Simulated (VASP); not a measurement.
# TaC (Fm-3m) in VASP: single point with PBEsol

Aim: the single point of TaC with PBEsol.

Everything below comes from runs of VASP 6.6.1. Logs are shortened: lines on timing, memory, paths and dates and some standing lists are left out, and cuts for length are marked.

### Step 1. Starting point

It takes space group Fm-3m (No. 225, cubic). The conventional cell has a = 4.443 Å, b = 4.443 Å, c = 4.443 Å, α = 90.00°, β = 90.00°, γ = 90.00°. Ta (site symmetry m-3m) is surrounded by 6 C at 2.22 Å. Around C (site symmetry m-3m) lie 6 Ta at 2.22 Å.

The cell is a database's computed one.

### Step 2. Single point, PBEsol, non-collinear spin, zero start, spin-orbit coupling

Input file INCAR:

```
  ALGO = Normal
  EDIFF = 1E-7
  ENCUT = 520
  GGA = PS
  GGA_COMPAT = False
  ISIF = 2
  ISMEAR = 0
  LASPH = True
  LCHARG = False
  LMAXMIX = 4
  LNONCOLLINEAR = True
  LORBIT = 11
  LREAL = False
  LSORBIT = True
  LWAVE = False
  MAGMOM = 0 0 0 0 0 0
  NELM = 60
  PREC = Accurate
  SIGMA = 0.1
```

Input file KPOINTS:

```
k-points
0
Gamma
  16 16 16
```

Input file POSCAR:

```
TaC
1.0
    0.0000000000      2.2213700000      2.2213700000
    2.2213700000      0.0000000000      2.2213700000
    2.2213700000      2.2213700000      0.0000000000
Ta C
1 1
Direct
    1.0000000000      1.0000000000      1.0000000000
    0.5000000000      0.5000000000      0.5000000000
```

Potentials or basis: VASP PAW PBE potentials, release 64 (Ta_pv, C).

Run with:

```sh
> cat potpaw_PBE.64/Ta_pv/POTCAR potpaw_PBE.64/C/POTCAR > POTCAR
> mpirun -np 1 vasp_ncl > vasp.out
```

OUTCAR:

```text
EDIFF = 1E-7
   ENCUT = 520
   GGA = PS
   ISIF = 2
   ISMEAR = 0
   LASPH = True
   LNONCOLLINEAR = True
   LORBIT = 11
   LREAL = False
   LSORBIT = True
   NELM = 60
   PREC = Accurate

 ion  position               nearest neighbor table
   1  0.000  0.000  0.000-   2 2.22   2 2.22   2 2.22   2 2.22   2 2.22   2 2.22
   2  0.500  0.500  0.500-   1 2.22   1 2.22   1 2.22   1 2.22   1 2.22   1 2.22

  LATTYP: Found a face centered cubic cell.
 ALAT       =     4.4427400000

  Lattice vectors:

 A1 = (   0.0000000000,   2.2213700000,   2.2213700000)
 A2 = (   2.2213700000,   0.0000000000,   2.2213700000)
 A3 = (   2.2213700000,   2.2213700000,   0.0000000000)

Analysis of symmetry for initial positions (statically):
=====================================================================
 Subroutine PRICEL returns:
 Original cell was already a primitive cell.

 Routine SETGRP: Setting up the symmetry group for a
 face centered cubic supercell.

 Subroutine GETGRP returns: Found 48 space group operations
 (whereof 48 operations were pure point group operations)
 out of a pool of 48 trial point group operations.

The static configuration has the point symmetry O_h .

Analysis of symmetry for dynamics (positions and initial velocities):
=====================================================================
 Subroutine PRICEL returns:
 Original cell was already a primitive cell.

 Routine SETGRP: Setting up the symmetry group for a
 face centered cubic supercell.

 Subroutine GETGRP returns: Found 48 space group operations
 (whereof 48 operations were pure point group operations)
 out of a pool of 48 trial point group operations.

The dynamic configuration has the point symmetry O_h .

Analysis of structural, dynamic, and magnetic symmetry:
=====================================================================
 Subroutine PRICEL returns:
 Original cell was already a primitive cell.

 Routine SETGRP: Setting up the symmetry group for a
 face centered cubic supercell.

 Subroutine GETGRP returns: Found 48 space group operations
 (whereof 48 operations were pure point group operations)
 out of a pool of 48 trial point group operations.

The overall configuration has the point symmetry O_h .

 Subroutine INISYM returns: Found 48 space group operations
 (whereof 48 operations are pure point group operations),
 and found     1 'primitive' translations

----------------------------------------------------------------------------------------

                                     Primitive cell

  volume of cell :      21.9226

  direct lattice vectors                    reciprocal lattice vectors
     0.000000000  2.221370000  2.221370000    -0.225086321  0.225086321  0.225086321
     2.221370000  0.000000000  2.221370000     0.225086321 -0.225086321  0.225086321
     2.221370000  2.221370000  0.000000000     0.225086321  0.225086321 -0.225086321

  length of vectors
     3.141491581  3.141491581  3.141491581     0.389860943  0.389860943  0.389860943

  position of ions in fractional coordinates (direct lattice)
     0.000000000  0.000000000  0.000000000
     0.500000000  0.500000000  0.500000000

  ion indices of the primitive-cell ions
   primitive index   ion index
                 1           1
                 2           2

----------------------------------------------------------------------------------------

 KPOINTS: k-points
[... 81 lines left out ...]
   EMIN   =  10.00;   EMAX   =-10.00  energy-range for DOS
   EFERMI =   0.00;   METHOD = LEGACY
   ISMEAR =     0;   SIGMA  =   0.10  broadening in eV -4-tet -1-fermi 0-gaus
   EFERMI_NEDOS =   21; number of points for ismear=-14 and -15
   IALGO  =     38    algorithm
   IMIX   =      4    mixing-type and parameters
     AMIX     =   0.40;   BMIX     =  1.00
     AMIX_MAG =   1.60;   BMIX_MAG =  1.00
  volume/ion in A,a.u.               =      10.96        73.97
  Fermi-wavevector in a.u.,A,eV,Ry     =   1.442584  2.726088 28.314373  2.081048
  Thomas-Fermi vector in A             =   2.561087
   LORBIT       =     11    0 simple, 1 ext, 2 COOP (PROOUT), +10 PAW based schemes
   GGA     = PS    functional components
   LHFCALC =     F    Hartree Fock is set to
   AEXX    =    0.0000 exact exchange contribution
   IVDW    =     0    specifies the selected vdW correction
   LEPSILON=     F    determine dielectric tensor
   LRPA    =     F    only Hartree local field effects (RPA)
 Gauss-broadening in eV      SIGMA  =   0.10
  energy-cutoff  :      520.00
  volume of cell :       21.92
 maximum number of plane-waves:      1218
   NGX = 11   NGY = 11   NGZ = 11

 number of electron      15.0000001 magnetization       0.0000000      0.0000000      0.0000000

 number of electron      15.0000001 magnetization      -0.0000000     -0.0000000     -0.0000000

 number of electron      15.0000001 magnetization      -0.0000000      0.0000000     -0.0000000

 number of electron      15.0000001 magnetization       0.0000000     -0.0000000      0.0000000

 Free energy of the ion-electron system (eV)
  ---------------------------------------------------
  ext. energy  EPLUGINS =         0.00000000
  ---------------------------------------------------
  free energy    TOTEN  =       -24.18346725 eV

  energy without entropy =      -24.18171253  energy(sigma->0) =      -24.18258989

 E-fermi :   8.2802     XC(G=0): -13.3717

 val. band max:        8.2579081998   @ k =   0.0625   0.0000   0.0000
 cond. band min:       8.3006438705   @ k =   0.1250   0.0625   0.0000
 fundamental gap:      0.0427356707
 Fermi energy:         8.2802312715

 k-point     1 :       0.0000    0.0000    0.0000
  band No.  band energies     occupation
      1     -32.0359      1.00000
      2     -32.0359      1.00000
      3     -24.1445      1.00000
      4     -24.1445      1.00000
      5     -24.1445      1.00000
      6     -24.1445      1.00000
[... 589 lines left out ...]
     21       9.9863      0.00000
     22       9.9863      0.00000

 [... further k-points ...]

------------------------ aborting loop because EDIFF is reached ----------------------------------------

  FORCE on cell =-STRESS in cart. coord.  units (eV):
  Direction    XX          YY          ZZ          XY          YZ          ZX
  --------------------------------------------------------------------------------------
  -------------------------------------------------------------------------------------
  Total        0.0630556      0.0630556      0.0630556     -0.0000000      0.0000000      0.0000000
  in kB        4.6083067      4.6083067      4.6083067     -0.0000000      0.0000000      0.0000000
  external PRESSURE =       4.6083067 kB  Pullay stress =       0.0000000 kB

 VOLUME and BASIS-vectors are now :
 -----------------------------------------------------------------------------
  energy-cutoff  :      520.00
  volume of cell :       21.92
      direct lattice vectors                 reciprocal lattice vectors
     0.000000000  2.221370000  2.221370000    -0.225086321  0.225086321  0.225086321
     2.221370000  0.000000000  2.221370000     0.225086321 -0.225086321  0.225086321
     2.221370000  2.221370000  0.000000000     0.225086321  0.225086321 -0.225086321

 POSITION                                       TOTAL-FORCE (eV/Angst)
 -----------------------------------------------------------------------------------
      0.00000      0.00000      0.00000         0.000000     -0.000000      0.000000
      2.22137      2.22137      2.22137        -0.000000      0.000000     -0.000000
 -----------------------------------------------------------------------------------
    total drift:                                0.000000     -0.000000     -0.000000

  FREE ENERGIE OF THE ION-ELECTRON SYSTEM (eV)
  ---------------------------------------------------
  free  energy   TOTEN  =       -24.1834672496 eV

  energy  without entropy=      -24.1817125263  energy(sigma->0) =      -24.18258989

 Spin-Orbit-Coupling matrix elements

 Ion:    1  E_soc:     -1.2967975
 l=   1
     0.0000000    -0.2025636    -0.2025636
    -0.2025636     0.0000000    -0.2025636
    -0.2025636    -0.2025636     0.0000000
 l=   2
     0.0000000    -0.0029339     0.0000000    -0.0029339    -0.0106355
    -0.0029339     0.0000000    -0.0079766    -0.0029339    -0.0026589
     0.0000000    -0.0079766     0.0000000    -0.0079766     0.0000000
    -0.0029339    -0.0029339    -0.0079766     0.0000000    -0.0026589
    -0.0106355    -0.0026589     0.0000000    -0.0026589     0.0000000
 l=   3
     0.0000000     0.0000000     0.0000000     0.0000000     0.0000000     0.0000000     0.0000000
     0.0000000     0.0000000     0.0000000     0.0000000     0.0000000     0.0000000     0.0000000
     0.0000000     0.0000000     0.0000000     0.0000000     0.0000000     0.0000000     0.0000000
     0.0000000     0.0000000     0.0000000     0.0000000     0.0000000     0.0000000     0.0000000
     0.0000000     0.0000000     0.0000000     0.0000000     0.0000000     0.0000000     0.0000000
     0.0000000     0.0000000     0.0000000     0.0000000     0.0000000     0.0000000     0.0000000
     0.0000000     0.0000000     0.0000000     0.0000000     0.0000000     0.0000000     0.0000000

 Ion:    2  E_soc:     -0.0002263
 l=   1
     0.0000000    -0.0000377    -0.0000377
    -0.0000377     0.0000000    -0.0000377
    -0.0000377    -0.0000377     0.0000000
 l=   2
     0.0000000     0.0000000     0.0000000     0.0000000     0.0000000
     0.0000000     0.0000000     0.0000000     0.0000000     0.0000000
     0.0000000     0.0000000     0.0000000     0.0000000     0.0000000
     0.0000000     0.0000000     0.0000000     0.0000000     0.0000000
     0.0000000     0.0000000     0.0000000     0.0000000     0.0000000
 l=   3
     0.0000000     0.0000000     0.0000000     0.0000000     0.0000000     0.0000000     0.0000000
     0.0000000     0.0000000     0.0000000     0.0000000     0.0000000     0.0000000     0.0000000
     0.0000000     0.0000000     0.0000000     0.0000000     0.0000000     0.0000000     0.0000000
     0.0000000     0.0000000     0.0000000     0.0000000     0.0000000     0.0000000     0.0000000
     0.0000000     0.0000000     0.0000000     0.0000000     0.0000000     0.0000000     0.0000000
     0.0000000     0.0000000     0.0000000     0.0000000     0.0000000     0.0000000     0.0000000
     0.0000000     0.0000000     0.0000000     0.0000000     0.0000000     0.0000000     0.0000000

 total charge

# of ion       s       p       d       tot
------------------------------------------
    1        0.304   6.281   2.420   9.005
    2        0.861   1.577   0.000   2.437
--------------------------------------------------
tot          1.165   7.857   2.420  11.442

 magnetization (x)

# of ion       s       p       d       tot
------------------------------------------
    1       -0.000   0.000   0.000  -0.000
    2        0.000  -0.000   0.000  -0.000
--------------------------------------------------
tot         -0.000  -0.000   0.000  -0.000

 magnetization (y)

# of ion       s       p       d       tot
------------------------------------------
    1       -0.000   0.000   0.000  -0.000
    2        0.000   0.000   0.000   0.000
--------------------------------------------------
tot         -0.000   0.000   0.000   0.000

 magnetization (z)

# of ion       s       p       d       tot
------------------------------------------
    1       -0.000   0.000   0.000  -0.000
    2        0.000  -0.000   0.000  -0.000
--------------------------------------------------
tot         -0.000  -0.000   0.000  -0.000
```

It took 2.5 min on 1 thread of Intel Xeon Platinum 8259CL at 2.50GHz (Skylake/Cascade Lake), shared host; peak memory 0.27 GiB.

Results:

- Free energy: -24.1835 eV
- Pressure: 0.5 GPa
- Net moment: 0.00 μB per cell
- Valence electrons inside the program's atomic spheres: Ta 9.01; C 2.44

Moments on the atoms (μB; x, y, z):
```
Ta  0.00 0.00 0.00
C   0.00 0.00 0.00
```

Caveat: the PAW data sets were made with another functional, which shifts forces and pressure a little.
